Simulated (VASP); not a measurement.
# C (Fd-3m) in VASP: settings compared, part 2 of 2

VASP 6.6.1. The steps go on from the part before.

## Step 4: Relaxation of cell and atoms, PBEsol+D4

INCAR

```
SYSTEM = C
PREC = Accurate
ENCUT = 600
EDIFF = 1E-6
ISMEAR = -1
SIGMA = 0.05
LREAL = .False.
LASPH = .True.
NELM = 100
ALGO = Normal
ISIF = 3
LWAVE = .False.
LCHARG = .False.
GGA = PS
IVDW = 13
IBRION = 2
NSW = 40
EDIFFG = -0.005
```

KPOINTS

```
Automatic mesh
0
Gamma
  13 13 13
  0 0 0
```

POSCAR

```
C
1.0
    0.0000000000      1.7833700000      1.7833700000
    1.7833700000      0.0000000000      1.7833700000
    1.7833700000      1.7833700000      0.0000000000
C
2
Direct
    0.7500000000      0.7500000000      0.7500000000
    0.5000000000      0.5000000000      0.5000000000
```

Potentials or basis: VASP PAW PBE potentials, release 64 (C).

On the command line:

```bash
$ cat potpaw_PBE.64/C/POTCAR > POTCAR
$ mpirun -np 1 vasp_std > vasp.out
```

OUTCAR:

```text
SYSTEM = C
   PREC = Accurate
   ENCUT = 600
   EDIFF = 1E-6
   ISMEAR = -1
   LREAL = .False.
   LASPH = .True.
   NELM = 100
   ISIF = 3
   GGA = PS
   IVDW = 13
   IBRION = 2
   NSW = 40
   EDIFFG = -0.005

 ion  position               nearest neighbor table
   1  0.750  0.750  0.750-   2 1.54   2 1.54   2 1.54   2 1.54
   2  0.500  0.500  0.500-   1 1.54   1 1.54   1 1.54   1 1.54

  LATTYP: Found a face centered cubic cell.
 ALAT       =     3.5667400000

  Lattice vectors:

 A1 = (   0.0000000000,   1.7833700000,   1.7833700000)
 A2 = (   1.7833700000,   0.0000000000,   1.7833700000)
 A3 = (   1.7833700000,   1.7833700000,   0.0000000000)

Analysis of symmetry for initial positions (statically):
=====================================================================
 Subroutine PRICEL returns:
 Original cell was already a primitive cell.

 Routine SETGRP: Setting up the symmetry group for a
 face centered cubic supercell.

 Subroutine GETGRP returns: Found 48 space group operations
 (whereof 24 operations were pure point group operations)
 out of a pool of 48 trial point group operations.

The static configuration has the point symmetry T_d .
 The point group associated with its full space group is O_h .

Analysis of symmetry for dynamics (positions and initial velocities):
=====================================================================
 Subroutine PRICEL returns:
 Original cell was already a primitive cell.

 Routine SETGRP: Setting up the symmetry group for a
 face centered cubic supercell.

 Subroutine GETGRP returns: Found 48 space group operations
 (whereof 24 operations were pure point group operations)
 out of a pool of 48 trial point group operations.

The dynamic configuration has the point symmetry T_d .
 The point group associated with its full space group is O_h .

 Subroutine INISYM returns: Found 48 space group operations
 (whereof 24 operations are pure point group operations),
 and found     1 'primitive' translations

[... 101 lines left out ...]
   ISYM   =      2    0-nonsym 1-usesym 2-fastsym
   POTIM  = 0.5000    time-step for ionic-motion
   TEBEG  =    0.0;   TEEND  =   0.0 temperature during run
   PSTRESS=    0.0 pullay stress
   NELECT =       8.0000    total number of electrons
   NUPDOWN=      -1.0000    fix difference up-down
   EMIN   =  10.00;   EMAX   =-10.00  energy-range for DOS
   EFERMI =   0.00;   METHOD = LEGACY
   ISMEAR =    -1;   SIGMA  =   0.05  broadening in eV -4-tet -1-fermi 0-gaus
   EFERMI_NEDOS =   21; number of points for ismear=-14 and -15
   IALGO  =     38    algorithm
   IMIX   =      4    mixing-type and parameters
     AMIX     =   0.40;   BMIX     =  1.00
     AMIX_MAG =   1.60;   BMIX_MAG =  1.00
  volume/ion in A,a.u.               =       5.67        38.28
  Fermi-wavevector in a.u.,A,eV,Ry     =   1.457203  2.753714 28.891161  2.123440
  Thomas-Fermi vector in A             =   2.574032
   LORBIT       =      0    0 simple, 1 ext, 2 COOP (PROOUT), +10 PAW based schemes
   GGA     = PS    functional components
   LHFCALC =     F    Hartree Fock is set to
   AEXX    =    0.0000 exact exchange contribution
   IVDW    =    13    specifies the selected vdW correction
   LEPSILON=     F    determine dielectric tensor
   LRPA    =     F    only Hartree local field effects (RPA)
 conjugate gradient relaxation of ions
 non-spin polarized calculation
  energy-cutoff  :      600.00
  volume of cell :       11.34
 maximum number of plane-waves:       388
   NGX =  9   NGY =  9   NGZ =  9

--------------------------------------- Ionic step        1  -------------------------------------------

 number of electron       7.9999999 magnetization

 Free energy of the ion-electron system (eV)
  ---------------------------------------------------
  ext. energy  EPLUGINS =         0.00000000
  ---------------------------------------------------
  free energy    TOTEN  =       -19.25323146 eV

  energy without entropy =      -19.25323146  energy(sigma->0) =      -19.25323146

------------------------ aborting loop because EDIFF is reached ----------------------------------------

  DFT-D4 for vdW energy calculation

  Edisp (eV):   -0.23779
[... 71 lines left out ...]
--------------------------------------- Ionic step        3  -------------------------------------------

 number of electron       7.9999999 magnetization

 Free energy of the ion-electron system (eV)
  ---------------------------------------------------
  ext. energy  EPLUGINS =         0.00000000
  ---------------------------------------------------
  free energy    TOTEN  =       -19.25407021 eV

  energy without entropy =      -19.25407021  energy(sigma->0) =      -19.25407021

 E-fermi :  10.9294     XC(G=0): -13.5157

 val. band max:        9.9518257364   @ k =   0.0000   0.0000   0.0000
 cond. band min:      14.0010707413   @ k =   0.3846   0.3846   0.0000
 fundamental gap:      4.0492450048
 Fermi energy:        10.9293872231

 k-point     1 :       0.0000    0.0000    0.0000
  band No.  band energies     occupation
      1     -11.7960      2.00000
      2       9.9518      2.00000
      3       9.9518      2.00000
      4       9.9518      2.00000
      5      15.5374      0.00000
      6      15.5374      0.00000
      7      15.5374      0.00000
      8      23.7038      0.00000
[... 243 lines left out ...]
 k-point    24 :       0.4615    0.1538    0.0000
  band No.  band energies     occupation
      1      -6.6935      2.00000
      2      -1.4759      2.00000
      3       5.4489      2.00000
      4       5.9616      2.00000
      5      16.9923      0.00000
      6      20.5940      0.00000
      7      21.0345      0.00000
      8      23.8959      0.00000

 [... further k-points ...]

------------------------ aborting loop because EDIFF is reached ----------------------------------------

  DFT-D4 for vdW energy calculation

  Edisp (eV):   -0.24140
[... 25 lines left out ...]
  FREE ENERGIE OF THE ION-ELECTRON SYSTEM (eV)
  ---------------------------------------------------
  free  energy   TOTEN  =       -19.4954686912 eV

  energy  without entropy=      -19.4954686912  energy(sigma->0) =      -19.49546869

 reached required accuracy - stopping structural energy minimisation
```

It took 33 s on 1 thread of AMD EPYC 7R43 (Zen 3), shared host; peak memory 0.08 GiB.

Results:

```
Free energy                            : -19.4955 eV
Relaxed volume                         : 5.58 Å³/atom
Relaxed cell                           : a = 2.508 Å, b = 2.508 Å, c = 2.508 Å, α = 60.00°, β = 60.00°, γ = 60.00°
Space group after relaxing (to 0.05 Å) : Fd-3m (No. 227)
Energy gained by relaxing              : 2.2 meV/atom
Ionic steps                            : 3
Pressure after relaxing                : 0.0 GPa
Band gap on the k mesh                 : 4.05 eV, indirect (least direct gap 5.59 eV)
Dispersion energy per atom             : -0.121 eV
```

Step by step:
```csv
step,energy change (eV),largest force (eV/Å),pressure (GPa),volume (Å³)
1,0.0000,0.0000,-7.43,11.34
2,0.0029,0.0000,10.17,10.92
3,-0.0045,0.0000,-0.03,11.16
```

Final structure:
```
CELL_PARAMETERS angstrom
0.00000 1.77343 1.77343
1.77343 0.00000 1.77343
1.77343 1.77343 0.00000
ATOMIC_POSITIONS crystal
C 0.75000 0.75000 0.75000
C 0.50000 0.50000 0.50000
```

Caveat: the PAW data sets were made with another functional, which shifts forces and pressure a little; an odd mesh through Γ misses points on the zone boundary, where band edges often lie.

## Step 5: Relaxation of cell and atoms, PBEsol+rVV10

INCAR

```
PREC     = Accurate       # precision mode
ENCUT    = 600            # plane-wave cutoff, eV
EDIFF    = 1E-7           # SCF threshold, eV
ISMEAR   = -1             # smearing method
SIGMA    = 0.05           # smearing width, eV
LREAL    = False          # projectors in reciprocal space
LASPH    = True           # aspherical terms in the spheres
NELM     = 100            # most SCF steps
ALGO     = Fast           # electronic algorithm
ISIF     = 3              # what is computed and relaxed
LWAVE    = False          # write WAVECAR
LCHARG   = False          # write CHGCAR
GGA      = PS             # functional
LUSE_VDW = True         
IVDW_NL  = 2            
BPARAM   = 20.0         
CPARAM   = 0.0093       
IBRION   = 2              # ionic algorithm
NSW      = 40             # ionic steps
EDIFFG   = -0.005         # ionic threshold
```

KPOINTS

```
regular mesh
0
Gamma
  13 13 13
```

POSCAR is that of step 4.

On the command line:

```bash
$ cat potpaw_PBE.64/C/POTCAR > POTCAR
$ mpirun -np 1 vasp_std > vasp.out
```

It took 47 s on 1 thread of AMD EPYC 7R43 (Zen 3), shared host; peak memory 0.13 GiB.

The run converged. Its results:

- Free energy: -19.2209 eV
- Relaxed volume: 5.61 Å³/atom
- Relaxed cell: a = 2.513 Å, b = 2.513 Å, c = 2.513 Å, α = 60.00°, β = 60.00°, γ = 60.00°
- Space group after relaxing (to 0.05 Å): Fd-3m (No. 227)
- Energy gained by relaxing: 0.9 meV/atom
- Ionic steps: 3
- Pressure after relaxing: 0.0 GPa
- Band gap on the k mesh: 4.02 eV, indirect (least direct gap 5.57 eV)

The path:
| step | energy change (eV) | largest force (eV/Å) | pressure (GPa) | volume (Å³) |
| --- | --- | --- | --- | --- |
| 1 | 0.0000 | 0.0000 | -4.83 | 11.34 |
| 2 | 0.0012 | 0.0000 | 6.46 | 11.07 |
| 3 | -0.0019 | 0.0000 | -0.01 | 11.22 |

Final structure:
```xyz
2
Lattice="0.0000 1.7769 1.7769 1.7769 0.0000 1.7769 1.7769 1.7769 0.0000" Properties=species:S:1:pos:R:3 pbc="T T T"
C     2.6654    2.6654    2.6654
C     1.7769    1.7769    1.7769
```

Levels at points of the mesh, in eV from the valence-band top:
```csv
k point,band 1,band 2,band 3,band 4,band 5,band 6,band 7,band 8
"(0.00, 0.00, 0.00)",-21.68,0.00,0.00,0.00,5.57,5.57,5.57,13.61
```

Caveat: the PAW data sets were made with another functional, which shifts forces and pressure a little; an odd mesh through Γ misses points on the zone boundary, where band edges often lie.

## Step 6: Relaxation of cell and atoms, RPBE+D3

INCAR

```
SYSTEM = C
PREC = Accurate ; ENCUT = 600
EDIFF = 1E-6 ; ISMEAR = -1
SIGMA = 0.05 ; LREAL = .False.
LASPH = .True. ; NELM = 100
ALGO = Normal ; ISIF = 3
LWAVE = .False. ; LCHARG = .False.
GGA = RP ; IVDW = 11
IBRION = 2 ; NSW = 60
EDIFFG = -0.005
```

KPOINTS

```
regular mesh
0
Gamma
  13 13 13
  0 0 0
```

POSCAR is that of step 5.

Potentials or basis: VASP PAW PBE potentials, release 64 (C).

On the command line:

```bash
$ cat potpaw_PBE.64/C/POTCAR > POTCAR
$ mpirun -np 1 vasp_std > vasp.out
```

It took 26 s on 1 thread of AMD EPYC 7R43 (Zen 3), shared host; peak memory 0.1 GiB.

Results (log left out):

- Free energy: -17.6673 eV
- Relaxed volume: 5.72 Å³/atom
- Relaxed cell: a = 2.529 Å, b = 2.529 Å, c = 2.529 Å, α = 60.00°, β = 60.00°, γ = 60.00°
- Space group after relaxing (to 0.05 Å): Fd-3m (No. 227)
- Energy gained by relaxing: 0.6 meV/atom
- Ionic steps: 3
- Pressure after relaxing: 0.0 GPa
- Band gap on the k mesh: 4.12 eV, indirect (least direct gap 5.57 eV)
- Dispersion energy per atom: -0.215 eV

The path:
```csv
step,energy change (eV),largest force (eV/Å),pressure (GPa),volume (Å³)
1,0.0000,0.0000,3.75,11.34
2,0.0005,0.0000,-4.35,11.56
3,-0.0011,0.0000,0.01,11.44
```

Final structure:
```xyz
2
Lattice="0.0000 1.7885 1.7885 1.7885 0.0000 1.7885 1.7885 1.7885 0.0000" Properties=species:S:1:pos:R:3 pbc="T T T"
C     2.6828    2.6828    2.6828
C     1.7885    1.7885    1.7885
```

Levels at points of the mesh, in eV from the valence-band top:
```tsv
k point	band 1	band 2	band 3	band 4	band 5	band 6	band 7	band 8
(0.00, 0.00, 0.00)	-21.44	0.00	0.00	0.00	5.57	5.57	5.57	13.08
```

Caveat: the PAW data sets were made with another functional, which shifts forces and pressure a little; an odd mesh through Γ misses points on the zone boundary, where band edges often lie.

## Step 7: Summary

| task | level | cell | cutoff (eV) | smearing | gap on the mesh (eV) | pressure (GPa) | relaxed volume (Å³/atom) |
| --- | --- | --- | --- | --- | --- | --- | --- |
| relaxation of cell and atoms | AM05 | relaxed | 600 | fermi-dirac 0.05 eV | 4.05 | 0.0 | 5.60 |
| single point | PBE | as given | 520 | gaussian 0.028 eV | 4.14 | 2.5 | - |
| relaxation of cell and atoms | PBEsol+D4 | relaxed | 600 | fermi-dirac 0.05 eV | 4.05 | 0.0 | 5.58 |
| relaxation of cell and atoms | PBEsol+rVV10 | relaxed | 600 | fermi-dirac 0.05 eV | 4.02 | 0.0 | 5.61 |
| relaxation of cell and atoms | RPBE+D3 | relaxed | 600 | fermi-dirac 0.05 eV | 4.12 | 0.0 | 5.72 |

Alike in all rows: potentials or basis VASP PAW PBE potentials, release 64 (C); no spin polarisation; k mesh 13 × 13 × 13.

Caveats: an odd mesh through Γ misses points on the zone boundary, where band edges often lie; the PAW data sets were made with another functional, which shifts forces and pressure a little (some runs).

Total energies depend on the potentials used, so only differences within one code and one set of settings carry meaning.

## Step 8: How close it comes

Step 2. The cell as given is a measured one (5.67 Å³/atom); AM05 puts the equilibrium volume -1.3 % from it, thermal expansion not counted.

Step 4. The cell as given is a measured one (5.67 Å³/atom); PBEsol+D4 puts the equilibrium volume -1.7 % from it, thermal expansion not counted.

Step 5. The cell as given is a measured one (5.67 Å³/atom); PBEsol+rVV10 puts the equilibrium volume -1.1 % from it, thermal expansion not counted.

Step 6. The cell as given is a measured one (5.67 Å³/atom); RPBE+D3 puts the equilibrium volume +0.9 % from it, thermal expansion not counted.
